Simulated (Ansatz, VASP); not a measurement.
# One calculation of SnO, two programs

```
Sn O
1.0
     4.12550    0.00000    0.00000
    -2.06275    3.57279    0.00000
     0.00000    0.00000    5.18540
Sn O
2 2
Direct
  0.33333 0.66667 0.25000
  0.66667 0.33333 0.75000
  0.66667 0.33333 0.25000
  0.33333 0.66667 0.75000
```

The cell was built by a generator and needn't be a form met in nature.

Alike in both runs: task single point; functional r2SCAN; k mesh 6 × 6 × 4; no spin polarisation.

|  | VASP | Ansatz |
| --- | --- | --- |
| version | VASP 6.6.1 | Ansatz 0.2.0 |
| potentials or method | VASP PAW PBE potentials, release 64 (Sn_d, O) | plane waves, PAW |
| plane-wave cutoff (eV) | 520 | 500 |
| occupations | gaussian, width 0.01 eV | fixed |
| valence electrons in the cell | 40 | 40 |

```tsv
	VASP	Ansatz	Ansatz less VASP
gap on the k mesh at the Fermi level (eV)	0.57	0.58	+0.004
pressure (GPa)	0.2	0.0	-0.23
largest component of the traceless stress (GPa)	0.15	0.01	-0.138
```

Caveats: the PAW data sets were made with another functional, which shifts forces and pressure a little (VASP); spin-orbit coupling is left out, which moves the levels of the heavy elements. A k mesh can miss the band edges. r2SCAN opens gaps a little over a GGA but as a rule still falls short of measured ones.
